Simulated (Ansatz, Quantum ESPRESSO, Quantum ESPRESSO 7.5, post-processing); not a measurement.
# 4 layers of Au in Rh(100), on the host's sites: ballistic transmission

Aim: the zero-bias transmission with pwcond for this junction: 4 layers of Au in Rh(100), on the host's sites.

Program: Quantum ESPRESSO 7.5. Level of theory: plane-wave DFT, PBE, JTH PAW pseudopotentials (cross-check by Ansatz 0.2.0 with PAW datasets). Results are calculated unless marked as measured.

## Step 1: Starting point

The cell holds 20 atoms: 16 Rh and 4 Au. Its edges and angles: a = 2.708 Å, b = 2.708 Å, c = 40.526 Å, α = 90.0°, β = 90.0°, γ = 90.0°. It derives from Rh. Regions: left lead, 8 atoms (8 Rh); channel, 4 atoms (4 Au); right lead, 8 atoms (8 Rh). The structure is stacked along c, and the current runs across the ab planes.

## Step 2: Ground state

One periodic cell holds a stretch of lead, the junction and more lead; the atoms stay as built.

Contents of scf.in:

```
&control
  prefix = 'scf'
  outdir = './out'
  pseudo_dir = './pseudo'
  calculation = 'scf'
  tprnfor = .true.
/
&system
  ibrav = 0
  nat = 20
  ntyp = 2
  ecutwfc = 45
  ecutrho = 360
  occupations = 'smearing'
  smearing = 'mv'
  degauss = 0.01
/
&electrons
  conv_thr = 1e-07
  mixing_beta = 0.25
  electron_maxstep = 120
  mixing_mode = 'local-TF'
/
ATOMIC_SPECIES
  Rh  102.9055  Rh.GGA_PBE-JTH.UPF
  Au  196.9666  Au.GGA_PBE-JTH.UPF
CELL_PARAMETERS angstrom
  2.70821897194448 0.00000000000000 0.00000000000000
  0.00000000000000 2.70821897194448 0.00000000000000
  0.00000000000000 0.00000000000000 40.52645542610557
ATOMIC_POSITIONS crystal
  Rh  0.000000000000 0.000000000000 0.000000000000
  Rh  0.500000000000 0.500000000000 0.047253083939
  Rh  0.000000000000 0.000000000000 0.094506167878
  Rh  0.500000000000 0.500000000000 0.141759251817
  Rh  0.000000000000 0.000000000000 0.189012335756
  Rh  0.500000000000 0.500000000000 0.236265419695
  Rh  0.000000000000 0.000000000000 0.283518503634
  Rh  0.500000000000 0.500000000000 0.330771587573
  Au  0.000000000000 0.000000000000 0.384891961665
  Au  0.500000000000 0.500000000000 0.445879625909
  Au  0.000000000000 0.000000000000 0.506867290152
  Au  0.500000000000 0.500000000000 0.567854954396
  Rh  0.000000000000 0.000000000000 0.621975328488
  Rh  0.500000000000 0.500000000000 0.669228412427
  Rh  0.000000000000 0.000000000000 0.716481496366
  Rh  0.500000000000 0.500000000000 0.763734580305
  Rh  0.000000000000 0.000000000000 0.810987664244
  Rh  0.500000000000 0.500000000000 0.858240748183
  Rh  0.000000000000 0.000000000000 0.905493832122
  Rh  0.500000000000 0.500000000000 0.952746916061
K_POINTS automatic
  9 9 1 0 0 0
```

Command:

```
$ OMP_NUM_THREADS=1 mpirun -n 4 pw.x -nk 4 -in scf.in > scf.out
```

The runs that follow: the open system; transmission with pwcond.x, with nz1 = 11; the same in Ansatz; all levels side by side; by hand. Settings of the main run: cutoff 45 Ry, smearing, Marzari-Vanderbilt smearing, smearing width 0.01 Ry, SCF threshold 1.00e-7 Ry, jth-pbe-2.0 potentials, 9×9×1 k-mesh, mpi ranks 4, pools 4, omp threads 1, 4 layers.

Before running: what should come out for the conductance from T at the Fermi level, a cell (G₀ = 2e²/h)?

The junction conducts 0.633 G₀ a cell at the Fermi level (PBE, JTH PAW). At the Fermi level the junction passes 27 % of what the leads offer. At the Fermi level pwcond and Ansatz differ by 0.42 %, a close match.

```
conductance from T at the Fermi level, a cell (G₀ = 2e²/h) : 0.633 G₀
conductance per area                                       : 669 S/μm²
lead channels per spin                                     : 2.31
the same conductance by Ansatz                             : 0.636 G₀
```

The mean rests on 15 distinct points, the heaviest weighing 0.12, and the mesh was not tested, so even the second digit is unsure. Over -0.4 to 0.4 eV, T lies between 0.34 and 0.63 per spin. The geometry is as built, not relaxed, and the leads are short. Spin-orbit coupling is left out; depending on the atoms that carry the levels of interest, it can split and shift them by tenths of an eV to an eV or more.

[Logs are printed without paths, hosts, clocks, repeated set-up lines and the standing remarks that a program may print on its own settings, such as how far it seeks lower states.]

[Hosts, paths, dates, database ids (printed as entryN), source tags and the programs' standing remarks are cut or masked in the printed files.]

[Maps of the electrostatic potential energy from Ansatz leave out the sawtooth potential of an applied field or a dipole correction, so their vacuum need not be flat; planar profiles and work functions include it.]
